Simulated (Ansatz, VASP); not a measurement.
**Two plane-wave programs on HfN**

Contents of INCAR:

```
SYSTEM = HfN
ALGO = Normal ; EDIFF = 1E-7
ENCUT = 520 ; GGA = PS
ISIF = 2 ; ISMEAR = 0
LASPH = .TRUE. ; LCHARG = .FALSE.
LREAL = .FALSE. ; LWAVE = .FALSE.
NBANDS = 14 ; NELM = 100
PREC = Accurate ; SIGMA = 0.15
```

The input KPOINTS:

```
k-points
0
G
  16 16 16
  0 0 0
```

Contents of POSCAR:

```
HfN
1.0
    0.0000000000      2.4548220000      2.4548220000
    2.4302737800      0.0000000000      2.4548220000
    2.4302737800      2.4548220000      0.0000000000
Hf N
1 1
Direct
    0.0000000000      0.0000000000      0.0000000000
    0.7500000000      0.7500000000      0.7500000000
```

Input for Ansatz:

```yaml
crystal:
  lattice:
    - [0.0, 2.454822, 2.454822]
    - [2.43027378, 0.0, 2.454822]
    - [2.43027378, 2.454822, 0.0]
  atoms:
    - { symbol: Hf, position: [0.0, 0.0, 0.0] }
    - { symbol: "N", position: [0.75, 0.75, 0.75] }
basis:
  ecutwfc: 420
kpoints:
  mp_grid: { grid: [16, 16, 16] }
hamiltonian:
  xc: pbesol
scf:
  occupations: { method: gaussian, width: 0.15 }
output:
  forces: true
  stress: true
  eigenvalues: true
```

Change from the starting cell: strain -0.0100 x Voigt [1, 0, 0, 0, 0, 0], atoms carried along.

Alike in both runs: task single point; functional PBEsol; k mesh 16 × 16 × 16; occupations gaussian, width 0.15 eV; no spin polarisation.

|  | VASP | Ansatz |
| --- | --- | --- |
| version | VASP 6.6.1 | Ansatz 0.2.0 |
| potentials or method | VASP PAW PBE potentials, release 64 (Hf_pv, N) | scalar-relativistic, plane waves, PAW |
| plane-wave cutoff (eV) | 520 | 420 |
| valence electrons in the cell | 15 | 31 |

```csv
,VASP,Ansatz,Ansatz less VASP
gap on the k mesh at the Fermi level (eV),none,none,-
pressure (GPa),-4.0,-3.2,+0.88
largest component of the traceless stress (GPa),1.01,1.01,+0.001
```

A gap of «none» marks a metal or a gap that the smearing closes. The functional is the same, so the differences come from potentials, cutoffs and numerics. The two sets of potentials don't hold the same shells in valence.

Caveats: the PAW data sets were made with another functional, which shifts forces and pressure a little (VASP). Spin-orbit coupling is left out, which matters for the levels of Hf.
